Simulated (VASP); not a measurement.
Runs of VASP 6.6.1 on H. All rows change the cell; the cell of one of them follows. It takes space group Pmmm (No. 47, orthorhombic). The conventional cell has a = 0.980 Å, b = 2.650 Å, c = 2.848 Å, α = 90.00°, β = 90.00°, γ = 90.00°. H (site symmetry mmm) has 2 H at 0.98 Å as nearest neighbours. 

```csv
cell,gap on the mesh (eV),pressure (GPa)
"strain +0.0750 x Voigt [1, 0, 0, 0, 0, 0], atoms carried along",none,1.3
"strain -0.1000 x Voigt [1, 0, 0, 0, 0, 0], atoms carried along",none,(a)
"strain +0.0250 x Voigt [1, 0, 0, 0, 0, 0], atoms carried along",none,1.5
"strain -0.0750 x Voigt [1, 0, 0, 0, 0, 0], atoms carried along",none,2.1
```

Alike in all rows: task single point; level PBEsol; potentials or basis VASP PAW PBE potentials, release 64 (H); no spin polarisation; k mesh 10 × 10 × 26; cutoff (eV) 520; smearing gaussian 0.05 eV.

**Question.** Fill in the values left out.

**Answer.** (a) 2.3.

Caveats: the PAW data sets were made with another functional, which shifts forces and pressure a little.

A gap of «none» marks a metal or a gap under the smearing width.
